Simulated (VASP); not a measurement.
# Mg8H15 (a cell with a defect) in VASP: a series of runs

One crystal, Mg8H15 (a cell with a defect), is run at these levels: PBE; tasks: single point.

Everything below comes from runs of VASP 6.6.1. Logs are shortened: lines on timing, memory, paths and dates and some standing lists are left out, and cuts for length are marked.

## 1. The structure

The cell holds a defect, 23 atoms: a = 4.722 Å, b = 9.306 Å, c = 4.870 Å, α = 90.00°, β = 90.00°, γ = 90.00°.

## 2. Single point, PBE

File INCAR:

```
PREC = Accurate ; ENCUT = 520
EDIFF = 1E-7 ; ISMEAR = -1
SIGMA = 0.05 ; LREAL = Auto
LASPH = True ; NELM = 100
ALGO = Fast ; ISIF = 2
LWAVE = False ; LCHARG = True
GGA = PE ; LELF = True
LVHAR = True ; NELECT = 32.0
NBANDS = 32
```

File KPOINTS:

```
regular mesh
0
Gamma
  2 1 2
```

File POSCAR:

```
Mg8H15
1.0
    4.7219360000      0.0000000000      0.0000000000
    0.0000000000      9.3057910000      0.0000000000
    0.0000000000      0.0000000000      4.8702860000
Mg H
8 15
Direct
    0.3112918091      0.1217843814      0.0348028843
    0.2832948181      0.8650097558      0.5440953570
    0.7466429024      0.5996481116      0.4117417334
    0.8299561875      0.1220422853      0.4907719998
    0.7495018992      0.3741326234      0.9991199695
    0.1915316091      0.4031253227      0.5125777008
    0.2150177385      0.6168202144      0.0025460517
    0.7608743532      0.8736387912      0.9842748455
    0.4896720328      0.4718459720      0.2125953178
    0.0346891614      0.0041694467      0.8751026120
    0.9888528773      0.5207939873      0.7061392288
    0.2780427350      0.6817582729      0.3788689206
    0.4194889554      0.7806214431      0.8957379505
    0.5290838334      0.9450781777      0.2131497000
    1.0467105018      0.9766929002      0.3095095442
    0.8620193073      0.7879072290      0.6016484453
    0.8920493628      0.7094292146      0.1103015305
    0.5686650560      0.0025468012      0.7213950064
    0.4570159358      0.5145075792      0.7542062212
    0.7250839486      0.1985430363      0.1596826141
    0.1254146604      0.2806639436      0.8422297992
    0.2313881425      0.1949431273      0.4108177631
    0.6834908394      0.2811260214      0.6651354766
```

Potentials or basis: VASP PAW PBE potentials, release 64 (Mg, H).

On the command line:

```bash
$ cat potpaw_PBE.64/Mg/POTCAR potpaw_PBE.64/H/POTCAR > POTCAR
$ mpirun -np 1 vasp_std > vasp.out
```

OUTCAR:

```text
PREC = Accurate
   ENCUT = 520
   EDIFF = 1E-7
   ISMEAR = -1
   LREAL = Auto
   LASPH = True
   NELM = 100
   ISIF = 2
   GGA = PE
   NELECT = 32.0

 ion  position               nearest neighbor table
   1  0.311  0.122  0.035-  10 1.87  21 1.96  22 1.99  14 2.13  20 2.17  18 2.24   5 3.13   8 3.15
                             4 3.18   4 3.31   2 3.38   2 3.45   8 3.49   4 3.49   5 3.55   6 3.55
   2  0.283  0.865  0.544-  12 1.89  15 1.91  13 1.99  18 2.05  14 2.12  16 2.13   8 3.11   4 3.22
                             7 3.23   8 3.27   3 3.36   1 3.38   1 3.45   7 3.52   4 3.53   8 3.54
   3  0.747  0.600  0.412-  17 1.92   9 1.96  11 1.98  16 2.05   6 2.83   5 2.91   7 2.98   7 3.21
                             6 3.23   8 3.29   2 3.36   5 3.55   2 3.60   7 3.63
   4  0.830  0.122  0.491-  20 1.83  23 1.84  15 1.91  18 2.01  22 2.05   6 3.13   1 3.18   2 3.22
                             1 3.31   8 3.35   5 3.37   8 3.40   5 3.43   1 3.49   2 3.53   1 3.61
   5  0.750  0.374  0.999-  20 1.82   9 1.85  23 1.87  21 2.12  19 2.24   3 2.91   1 3.13   7 3.15
                             6 3.17   6 3.27   4 3.37   7 3.39   4 3.43   1 3.55   3 3.55   6 3.55
   6  0.192  0.403  0.513-  11 1.73  21 1.99  19 2.01  22 2.01   9 2.13   3 2.83   7 3.11   4 3.13
                             5 3.17   7 3.18   3 3.23   5 3.27   1 3.55   5 3.55   5 3.64
   7  0.215  0.617  0.003-  17 1.83  13 1.88  19 1.92  12 1.95  11 2.01   9 2.13   3 2.98   6 3.11
                             5 3.15   6 3.18   3 3.21   8 3.21   2 3.23   5 3.39   8 3.52   2 3.52
   8  0.761  0.874  0.984-  14 1.70  17 1.76  10 1.85  13 1.88  18 1.98  16 2.08   2 3.11   1 3.15
                             7 3.21   2 3.27   3 3.29   4 3.35   4 3.40   1 3.49   7 3.52   2 3.54
   9  0.490  0.472  0.213-   5 1.85   3 1.96   6 2.13   7 2.13
  10  0.035  0.004  0.875-   8 1.85   1 1.87
  11  0.989  0.521  0.706-   6 1.73   3 1.98   7 2.01
  12  0.278  0.682  0.379-   2 1.89   7 1.95
  13  0.419  0.781  0.896-   7 1.88   8 1.88   2 1.99
  14  0.529  0.945  0.213-   8 1.70   2 2.12   1 2.13
  15  0.047  0.977  0.310-   2 1.91   4 1.91
  16  0.862  0.788  0.602-   3 2.05   8 2.08   2 2.13
  17  0.892  0.709  0.110-   8 1.76   7 1.83   3 1.92
  18  0.569  0.003  0.721-   8 1.98   4 2.01   2 2.05   1 2.24
  19  0.457  0.515  0.754-   7 1.92   6 2.01   5 2.24
  20  0.725  0.199  0.160-   5 1.82   4 1.83   1 2.17
  21  0.125  0.281  0.842-   1 1.96   6 1.99   5 2.12
  22  0.231  0.195  0.411-   1 1.99   6 2.01   4 2.05
  23  0.683  0.281  0.665-   4 1.84   5 1.87

  LATTYP: Found a simple orthorhombic cell.
 ALAT       =     4.7219360000
 B/A-ratio  =     1.0314171984
 C/A-ratio  =     1.9707575452

  Lattice vectors:

 A1 = (  -4.7219360000,   0.0000000000,   0.0000000000)
 A2 = (   0.0000000000,   0.0000000000,   4.8702860000)
 A3 = (   0.0000000000,   9.3057910000,   0.0000000000)

Analysis of symmetry for initial positions (statically):
=====================================================================
 Subroutine PRICEL returns:
 Original cell was already a primitive cell.

 Routine SETGRP: Setting up the symmetry group for a
 simple orthorhombic supercell.

 Subroutine GETGRP returns: Found  1 space group operations
 (whereof  1 operations were pure point group operations)
 out of a pool of  8 trial point group operations.

The static configuration has the point symmetry C_1 .

Analysis of symmetry for dynamics (positions and initial velocities):
=====================================================================
 Subroutine PRICEL returns:
 Original cell was already a primitive cell.

 Routine SETGRP: Setting up the symmetry group for a
 simple orthorhombic supercell.

 Subroutine GETGRP returns: Found  1 space group operations
 (whereof  1 operations were pure point group operations)
 out of a pool of  8 trial point group operations.

The dynamic configuration has the point symmetry C_1 .

 Subroutine INISYM returns: Found  1 space group operations
 (whereof  1 operations are pure point group operations),
 and found     1 'primitive' translations

----------------------------------------------------------------------------------------

                                     Primitive cell

  volume of cell :     214.0069

  direct lattice vectors                    reciprocal lattice vectors
     4.721936000  0.000000000  0.000000000     0.211777542  0.000000000  0.000000000
     0.000000000  9.305791000  0.000000000     0.000000000  0.107459968  0.000000000
     0.000000000  0.000000000  4.870286000     0.000000000  0.000000000  0.205326751

  length of vectors
[... 57 lines left out ...]
Automatic generation of k-mesh.
 Grid dimensions read from file:
 generate k-points for:    2    1    2

 Generating k-lattice:

  Cartesian coordinates                     Fractional coordinates (reciprocal lattice)
     0.105888771  0.000000000  0.000000000     0.500000000  0.000000000  0.000000000
     0.000000000  0.107459968  0.000000000     0.000000000  1.000000000  0.000000000
     0.000000000  0.000000000  0.102663375     0.000000000  0.000000000  0.500000000

  Length of vectors
     0.105888771  0.107459968  0.102663375

  Shift w.r.t. Gamma in fractional coordinates (k-lattice)
     0.000000000  0.000000000  0.000000000

 Subroutine IBZKPT returns following result:
 ===========================================

 Found      4 irreducible k-points:

 Following reciprocal coordinates:
            Coordinates               Weight
  0.000000  0.000000  0.000000      1.000000
  0.500000  0.000000  0.000000      1.000000
  0.000000  0.000000  0.500000      1.000000
  0.500000  0.000000  0.500000      1.000000
   k-points           NKPTS =      4   k-points in BZ     NKDIM =      4   number of bands    NBANDS=     32
   number of dos      NEDOS =    301   number of ions     NIONS =     23
   total plane-waves  NPLWV =  90720
   dimension x,y,z NGX =    36 NGY =   70 NGZ =   36
   dimension x,y,z NGXF=    72 NGYF=  140 NGZF=   72
   ions per type =               8  15
   NGX,Y,Z   is equivalent  to a cutoff of  12.67, 12.51, 12.29 a.u.
   NGXF,Y,Z  is equivalent  to a cutoff of  25.35, 25.01, 24.58 a.u.
 SYSTEM =  unknown system
   PREC   = accura    normal or accurate (medium, high low for compatibility)
   ISTART =      0    job   : 0-new  1-cont  2-samecut
   ICHARG =      2    charge: 1-file 2-atom 10-const
   ISPIN  =      1    spin polarized calculation?
   LNONCOLLINEAR =      F non collinear calculations
   LSORBIT =      F    spin-orbit coupling
   LASPH  =      T    aspherical Exc in radial PAW
   ENCUT  =  520.0 eV  38.22 Ry    6.18 a.u.   8.78 17.30  9.06*2*pi/ulx,y,z
   NELM   =    100;   NELMIN=  2; NELMDL= -5     # of ELM steps
   EDIFF  = 0.1E-06   stopping-criterion for ELM
   LREAL  =      T    real-space projection
   EDIFFG = 0.1E-05   stopping-criterion for IOM
   NSW    =      0    number of steps for IOM
   IBRION =     -1    ionic relax: 0-MD 1-quasi-New 2-CG
   NFREE  =      0    steps in history (QN), initial steepest desc. (CG)
   ISIF   =      2    stress and relaxation
   ISYM   =      2    0-nonsym 1-usesym 2-fastsym
   POTIM  = 0.5000    time-step for ionic-motion
   TEBEG  =    0.0;   TEEND  =   0.0 temperature during run
   PSTRESS=    0.0 pullay stress
   NELECT =      32.0000    total number of electrons
   NUPDOWN=      -1.0000    fix difference up-down
   EMIN   =  10.00;   EMAX   =-10.00  energy-range for DOS
   EFERMI =   0.00;   METHOD = LEGACY
   ISMEAR =    -1;   SIGMA  =   0.05  broadening in eV -4-tet -1-fermi 0-gaus
   EFERMI_NEDOS =   21; number of points for ismear=-14 and -15
   IALGO  =     68    algorithm
   IMIX   =      4    mixing-type and parameters
     AMIX     =   0.40;   BMIX     =  1.00
     AMIX_MAG =   1.60;   BMIX_MAG =  1.00
  volume/ion in A,a.u.               =       9.30        62.79
  Fermi-wavevector in a.u.,A,eV,Ry     =   0.868925  1.642030 10.272812  0.755030
  Thomas-Fermi vector in A             =   1.987673
   LORBIT       =      0    0 simple, 1 ext, 2 COOP (PROOUT), +10 PAW based schemes
   GGA     = PE    functional components
   LHFCALC =     F    Hartree Fock is set to
   AEXX    =    0.0000 exact exchange contribution
   IVDW    =     0    specifies the selected vdW correction
   LEPSILON=     F    determine dielectric tensor
   LRPA    =     F    only Hartree local field effects (RPA)
 non-spin polarized calculation
 RMM-DIIS sequential band-by-band and
  energy-cutoff  :      520.00
  volume of cell :      214.01
 maximum number of plane-waves:      5785
 NGX is ok and might be reduce to    36
   NGX = 17   NGY = 35   NGZ = 19

 number of electron      32.0000001 magnetization

 Free energy of the ion-electron system (eV)
  ---------------------------------------------------
  ext. energy  EPLUGINS =         0.00000000
  ---------------------------------------------------
  free energy    TOTEN  =       -59.90628823 eV

  energy without entropy =      -59.89574200  energy(sigma->0) =      -59.90101512

 E-fermi :   3.2374     XC(G=0):  -9.0413

 val. band max:        3.0944556492   @ k =   0.0000   0.0000   0.0000
 cond. band min:       3.3803713828   @ k =   0.0000   0.0000   0.0000
 fundamental gap:      0.2859157337
 Fermi energy:         3.2374301891

 k-point     1 :       0.0000    0.0000    0.0000
  band No.  band energies     occupation
      1      -7.0323      2.00000
      2      -5.6587      2.00000
      3      -5.2749      2.00000
      4      -2.6559      2.00000
      5      -2.5166      2.00000
      6      -2.1761      2.00000
[... 113 lines left out ...]
     27       8.8771      0.00000
     28       9.4456      0.00000
 [bands above 28 left out]

------------------------ aborting loop because EDIFF is reached ----------------------------------------

  FORCE on cell =-STRESS in cart. coord.  units (eV):
  Direction    XX          YY          ZZ          XY          YZ          ZX
  --------------------------------------------------------------------------------------
  -------------------------------------------------------------------------------------
  Total       12.2370828      9.2847492      7.7845904     -2.2420536      1.3641500     -0.7119020
  in kB       91.6137428     69.5108987     58.2798590    -16.7852850     10.2128008     -5.3297023
  external PRESSURE =      73.1348335 kB  Pullay stress =       0.0000000 kB

 VOLUME and BASIS-vectors are now :
 -----------------------------------------------------------------------------
  energy-cutoff  :      520.00
  volume of cell :      214.01
      direct lattice vectors                 reciprocal lattice vectors
     4.721936000  0.000000000  0.000000000     0.211777542  0.000000000  0.000000000
     0.000000000  9.305791000  0.000000000     0.000000000  0.107459968  0.000000000
     0.000000000  0.000000000  4.870286000     0.000000000  0.000000000  0.205326751

 POSITION                                       TOTAL-FORCE (eV/Angst)
 -----------------------------------------------------------------------------------
      1.46990      1.13330      0.16950         0.064179     -0.084537      0.251148
      1.33770      8.04960      2.64990        -0.071492      0.184087     -0.027976
      3.52560      5.58020      2.00530        -0.241176      0.658953      0.896269
      3.91900      1.13570      2.39020         0.067621     -0.376698      0.492380
      3.53910      3.48160      4.86600         0.553452      0.135215     -0.707045
      0.90440      3.75140      2.49640         1.141572     -1.067359     -0.356160
[... 15 lines left out ...]
      1.09260      1.81410      2.00080        -0.008354      0.302095     -0.265516
      3.22740      2.61610      3.23940        -0.286616      0.188747     -0.209955
 -----------------------------------------------------------------------------------
    total drift:                                0.002512      0.002084     -0.000148

  FREE ENERGIE OF THE ION-ELECTRON SYSTEM (eV)
  ---------------------------------------------------
  free  energy   TOTEN  =       -59.9062882302 eV

  energy  without entropy=      -59.8957420047  energy(sigma->0) =      -59.90101512
```

Wall time 76 s (1 thread of Intel Xeon Platinum 8259CL at 2.50GHz (Skylake/Cascade Lake), shared host); peak memory 0.28 GiB.

What came out:

| Quantity | Value |
| --- | --- |
| Free energy | -59.9063 eV |
| Largest force | 1.603 eV/Å |
| Band gap on the k mesh | 0.29 eV, direct |

Forces in eV/Å, atoms in the order of the input:
```
Mg   0.064 -0.085  0.251
Mg  -0.071  0.184 -0.028
Mg  -0.241  0.659  0.896
Mg   0.068 -0.377  0.492
Mg   0.553  0.135 -0.707
Mg   1.142 -1.067 -0.356
Mg   0.318 -0.377 -0.127
Mg   0.609 -0.027 -0.805
H   -0.319 -0.193  0.324
H    0.376  0.182 -0.784
H   -0.761  0.509  0.748
H    0.549 -0.115  0.170
H   -0.651 -0.193 -0.381
H   -0.714  0.728  0.839
H   -0.219 -0.159  0.342
H   -0.095 -0.146  0.100
H   -0.338 -0.141  0.028
H   -0.381  0.375 -0.219
H    0.485 -0.025 -0.388
H   -0.445 -0.359 -0.359
H    0.368 -0.001  0.440
H   -0.008  0.302 -0.266
H   -0.287  0.189 -0.210
```

Caveat: the k mesh is coarse (spacing up to 0.67 Å⁻¹), so the values aren't converged; the cell carries a net charge on a neutralising background, which shifts energy and pressure; the cell is charged against a uniform background, so pressure and absolute levels hang on convention. As with any semilocal functional, this PBE gap is likely too small.

## 3. Single point, PBE

File INCAR:

```
  PREC = Accurate
  ENCUT = 520
  EDIFF = 1E-7
  ISMEAR = -1
  SIGMA = 0.05
  LREAL = Auto
  LASPH = T
  NELM = 100
  ALGO = Normal
  ISIF = 2
  LWAVE = F
  LCHARG = T
  GGA = PE
  LELF = T
  LVHAR = T
  NELECT = 32.0
  NBANDS = 32
```

File KPOINTS:

```
Automatic mesh
0
Gamma
  2 1 2
```

File POSCAR:

```
Mg8H15
1.0
    4.7219360000      0.0000000000      0.0000000000
    0.0000000000      9.3057910000      0.0000000000
    0.0000000000      0.0000000000      4.8702860000
Mg H
8 15
Direct
    0.2429935518      0.1263406840      0.0103279356
    0.1731704962      0.8736710291      0.5034611930
    0.7502007651      0.6201944574      0.4766249867
    0.7956270479      0.1290701672      0.5503988883
    0.7889984108      0.3700061607      1.0039040828
    0.2252889493      0.3793981619      0.4840578151
    0.2159072042      0.5970475804     -0.0003490555
    0.7001365542      0.8718871937      0.9791416767
    0.4876389684      0.4946597232      0.3458523791
   -0.0184881794      0.0133680200      0.7673881986
    0.9076573677      0.5366443325      0.7392994990
    0.0878241467      0.6763315445      0.3605948398
    0.2798428441      0.7904755222      0.8729877465
    0.3436514176      0.9408550009      0.1646720542
    0.8748742041      0.9657642214      0.3258535536
    0.6377045348      0.8014364389      0.6299630042
    0.6909454088      0.6892482326      0.1032588230
    0.4678589460      0.0056094103      0.7123811620
    0.4519332748      0.4763163067      0.8035257067
    0.6391869775      0.1798127639      0.1767452671
    0.0497041891      0.2616435293      0.7591135305
    0.1693373227      0.1565261889      0.4010852751
    0.5019127748      0.2460081040      0.6236184076
```

Potentials or basis: VASP PAW PBE potentials, release 64 (Mg, H).

On the command line:

```bash
$ cat potpaw_PBE.64/Mg/POTCAR potpaw_PBE.64/H/POTCAR > POTCAR
$ mpirun -np 1 vasp_std > vasp.out
```

Wall time 62 s (1 thread of Intel Xeon Platinum 8259CL at 2.50GHz (Skylake/Cascade Lake), shared host); peak memory 0.27 GiB.

The run converged. Its results:

* Free energy: -59.3332 eV
* Largest force: 1.696 eV/Å
* Band gap on the k mesh: 1.18 eV, indirect (least direct gap 1.29 eV)

Forces in eV/Å, atoms in the order of the input:
```
Mg   0.647 -0.487  0.071
Mg   0.781  0.059  0.270
Mg  -1.106  0.484 -0.785
Mg  -0.886  0.043 -1.021
Mg  -0.775  0.120  0.021
Mg   0.072 -0.408  0.206
Mg   0.224  0.413  0.502
Mg  -0.563  0.729  0.243
H    0.172  0.252 -0.642
H    0.226 -0.759  1.154
H    1.052 -0.882  0.996
H    1.111  0.584  0.007
H   -1.028 -0.586 -0.253
H    0.313  0.021  0.328
H   -0.369 -0.388 -0.586
H    0.675 -0.583 -0.717
H   -0.208 -0.277 -0.012
H    0.111  0.173  0.140
H   -0.149  0.048  0.227
H   -0.011  0.401 -0.796
H   -0.575  0.122  0.567
H   -0.070  0.300 -0.472
H    0.356  0.619  0.553
```

Levels at points of the mesh, in eV from the valence-band top:
```tsv
k point	band 14	band 15	band 16	band 17	band 18	band 19
(0.00, 0.00, 0.00)	-1.77	-0.97	-0.11	1.18	1.73	1.80
(0.50, 0.00, 0.00)	-2.13	-1.73	-0.29	1.20	1.76	2.04
(0.00, 0.00, 0.50)	-1.70	-1.62	0.00	1.72	1.82	2.06
(0.50, 0.00, 0.50)	-2.21	-1.93	-0.55	2.17	2.65	2.92
```

Caveat: the k mesh is coarse (spacing up to 0.67 Å⁻¹), so the values aren't converged; the cell carries a net charge on a neutralising background, which shifts energy and pressure; the cell is charged against a uniform background, so pressure and absolute levels hang on convention.
